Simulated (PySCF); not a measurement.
**Sn in PySCF: the effect of functional**

Sn:

```
Sn
1.0
    -2.94014    2.94014    1.59930
     2.94014   -2.94014    1.59930
     2.94014    2.94014   -1.59930
Sn
2
Direct
  0.00000 0.00000 0.00000
  0.75000 0.25000 0.50000
```

Alike in all runs:

| Item | Value |
| --- | --- |
| Program | PySCF 2.14.0 |
| Task | equation of state |
| Potentials or basis | DZVP-MOLOPT-SR/GTH-PBE (potentials made for PBE) |
| k mesh | 6 × 6 × 6 |
| Occupations | fermi-dirac, width 0.05 eV |
| Spin | no spin polarisation |

```tsv
functional	V0 of scaled cells (Å³/atom)	B0 (GPa)
LDA	28.81	48
PBEsol	28.66	48
PBE	?	?
```

What does the run with functional PBE give?

V0 of scaled cells 29.10 Å³/atom; B0 44 GPa.

Caveats: all runs use coarse meshes; the cell was scaled at fixed shape and fractional positions, which overstates the stiffness of a crystal with free parameters, most of all of layers and chains; the basis of atomic orbitals isn't converged, which shifts pressures, moduli and gaps; the potentials were made for another functional, which shifts forces and pressure (some runs).
